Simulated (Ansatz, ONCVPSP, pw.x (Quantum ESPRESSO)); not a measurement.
# pw.x on sc Pt: one setting changed

Potential: optimised norm-conserving Vanderbilt (ONCV), ONCVPSP 4.0.1, PBE; core [Kr] 4d10 4f14, reference 5s2 5p6 5d9 6s1; waves: 5s+6s: rc 1.75 bohr, ncon 3, nbas 6, qcut 7.5 1/bohr, 2 projectors; 5p: rc 1.75 bohr, ncon 5, nbas 9, qcut 7 1/bohr, 1 projector; 5d: rc 1.75 bohr, ncon 3, nbas 7, qcut 7.3 1/bohr, local; f scattering state at 0.29 Ha: rc 2.30 bohr, ncon 5, nbas 8, qcut 4.2 1/bohr, 1 projector; local part: the d channel; core correction: none.

The reference run (k-mesh 12³, cutoffs 55/220 Ry, Fermi–Dirac 0.01 Ry, mixing_beta 0.4, conv_thr 1e-9, no spin) gives 0.86 GPa at 18.193 Å³/atom, where all-electron LAPW gives -0.80 GPa. This run, with its own iteration cap, changes k-mesh shift to 1.

```
&control
  calculation='scf', prefix='x', pseudo_dir='./', outdir='./tmp', tstress=.true., disk_io='none'
/
&system
  ibrav=0, nat=1, ntyp=1, ecutwfc=55, ecutrho=220, nbnd=17,
  occupations='smearing', smearing='fd', degauss=0.01
/
&electrons
  conv_thr=1e-09, mixing_beta=0.4, electron_maxstep=70
/
ATOMIC_SPECIES
Pt 1.0 Pt.UPF
CELL_PARAMETERS angstrom
  2.63007484 0.00000000 0.00000000
  0.00000000 2.63007484 0.00000000
  0.00000000 0.00000000 2.63007484
ATOMIC_POSITIONS crystal
Pt 0.0000 0.0000 0.0000
K_POINTS automatic
12 12 12 1 1 1
```

```bash
pw.x < Pt.scf.in > Pt.scf.out
```

Problem. How does the run end?

Solution. It converges in 8 iterations; the free energy moves by +10.9 meV/atom and the pressure by +0.08 GPa.

```
Message from routine setup:
     using ibrav=0 with symmetry is DISCOURAGED, use correct ibrav instead
     lattice parameter (alat)  =       4.9701  a.u.
     unit-cell volume          =     122.7724 (a.u.)^3
     number of electrons       =        18.00
     number of Kohn-Sham states=           17
     kinetic-energy cutoff     =      55.0000  Ry
     charge density cutoff     =     220.0000  Ry
     scf convergence threshold =      1.0E-09
     Exchange-correlation= PBE
     number of k points=    56  Fermi-Dirac smearing, width (Ry)=  0.0100
     iteration #  1     ecut=    55.00 Ry     beta= 0.40
     total energy              =    -241.88712181 Ry
     estimated scf accuracy    <       0.07451970 Ry
     iteration #  2     ecut=    55.00 Ry     beta= 0.40
     total energy              =    -241.90018591 Ry
     estimated scf accuracy    <       0.00202046 Ry
     iteration #  3     ecut=    55.00 Ry     beta= 0.40
     total energy              =    -241.90018138 Ry
     estimated scf accuracy    <       0.00067833 Ry
     [... 2 iterations left out ...]
     iteration #  6     ecut=    55.00 Ry     beta= 0.40
     total energy              =    -241.90021941 Ry
     estimated scf accuracy    <       0.00000006 Ry
     iteration #  7     ecut=    55.00 Ry     beta= 0.40
     total energy              =    -241.90021940 Ry
     estimated scf accuracy    <       0.00000002 Ry
     iteration #  8     ecut=    55.00 Ry     beta= 0.40
     the Fermi energy is    18.2398 ev
!    total energy              =    -241.90021940 Ry
     estimated scf accuracy    <          2.7E-10 Ry
     smearing contrib. (-TS)   =      -0.00631121 Ry
     The total energy is F=E-TS. E is the sum of the following terms:
     one-electron contribution =     -82.18334813 Ry
     hartree contribution      =      48.41096685 Ry
     xc contribution           =     -23.15935826 Ry
     ewald contribution        =    -184.96216865 Ry
     convergence has been achieved in   8 iterations
          total   stress  (Ry/bohr**3)                   (kbar)     P=        9.42
     Message from routine punch:
     Nothing written, as per user request (disk_io='none')
```

The run took about 4.6 s on one core of a shared host (Intel(R) Xeon(R) 6975P-C, 32 threads, 124 GiB, load 12).
